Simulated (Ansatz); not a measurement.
⁴⁹Ti NMR of the central transition in SrTiO3 under strain

Cell: a structure deposited in the COD, relaxed with PBE at fixed cell and then changed (z stretched by 2 %, ions relaxed).

```
Sr Ti O
1.0
    -2.75550    2.75550    3.97596
     2.75550   -2.75550    3.97596
     2.75550    2.75550   -3.97596
Sr Ti O
2 2 6
Direct
  0.75000 0.25000 0.50000
  0.25000 0.75000 0.50000
  0.00000 0.00000 0.00000
  0.50000 0.50000 0.00000
  0.25000 0.25000 0.00000
  0.75000 0.75000 0.00000
  0.72139 0.22139 0.94277
  0.22139 0.27861 0.50000
  0.27861 0.77861 0.05723
  0.77861 0.72139 0.50000
```

Sites (sets of like atoms) are named by element and the number of their first atom in this list.

Method: Kohn–Sham DFT in Ansatz, PBE, plane waves and PAW, scalar-relativistic, 420 eV cutoff, Γ-centred 8×8×8 k-points, Fermi–Dirac smearing 0.02 eV.

⁴⁹Ti has I = 7/2 and Q = 247.0 mb (Pyykkö 2018); at 16.4 T its Larmor frequency is ν₀ = 39.4 MHz. Only the quadrupole interaction is simulated: positions count from each site's isotropic chemical shift, and J coupling is left out, as are shift anisotropy and dipolar coupling, which fast spinning averages.

Task: Simulate the second-order pattern (fast magic-angle spinning, Gaussian broadening 0.5 kHz) of site Ti (6 O at 1.96–1.99 Å).

Result: The calculation gives C_Q = 8.41 MHz and η = 0.00, so ν_Q = 0.601 MHz and the centre of gravity lies at -116 ppm (-4.58 kHz).

| offset (kHz) | height |
| --- | --- |
| -11.84 | 0 |
| -11.38 | 4 |
| -10.91 | 6 |
| -10.44 | 6 |
| -9.97 | 6 |
| -9.51 | 6 |
| -9.04 | 7 |
| -8.57 | 7 |
| -8.11 | 7 |
| -7.64 | 13 |
| -7.17 | 72 |
| -6.70 | 75 |
| -6.24 | 54 |
| -5.77 | 47 |
| -5.30 | 44 |
| -4.83 | 43 |
| -4.37 | 43 |
| -3.90 | 45 |
| -3.43 | 47 |
| -2.96 | 53 |
| -2.50 | 65 |
| -2.03 | 100 |
| -1.56 | 79 |
| -1.10 | 5 |

An axis of threefold or higher order runs through Ti, so V_zz lies along it and η is zero.
